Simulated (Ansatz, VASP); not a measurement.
# Two plane-wave programs on CdS

```xyz
2
Lattice="0.0000 2.9065 2.4705 2.9065 0.0000 2.4705 2.9065 2.9065 0.0000" Properties=species:S:1:pos:R:3 pbc="T T T"
Cd    0.0000    0.0000    0.0000
S     2.9065    2.9065    2.4705
```

Alike in both runs: task single point; functional PBE; k mesh 12 × 12 × 12; occupations gaussian, width 0.03 eV; no spin polarisation.

|  | VASP | Ansatz |
| --- | --- | --- |
| version | VASP 6.6.1 | Ansatz 0.2.0 |
| potentials or method | VASP PAW PBE potentials, release 64 (Cd, S) | scalar-relativistic, plane waves, PAW |
| plane-wave cutoff (eV) | 520 | 420 |
| valence electrons in the cell | 18 | 26 |

|  | VASP | Ansatz | Ansatz less VASP |
| --- | --- | --- | --- |
| gap on the k mesh at the Fermi level (eV) | none | none | - |
| pressure (GPa) | 4.0 | 3.5 | -0.50 |
| largest component of the traceless stress (GPa) | 10.40 | 9.90 | -0.498 |

A gap of «none» marks a metal or a gap that the smearing closes. The two sets of potentials don't hold the same shells in valence.
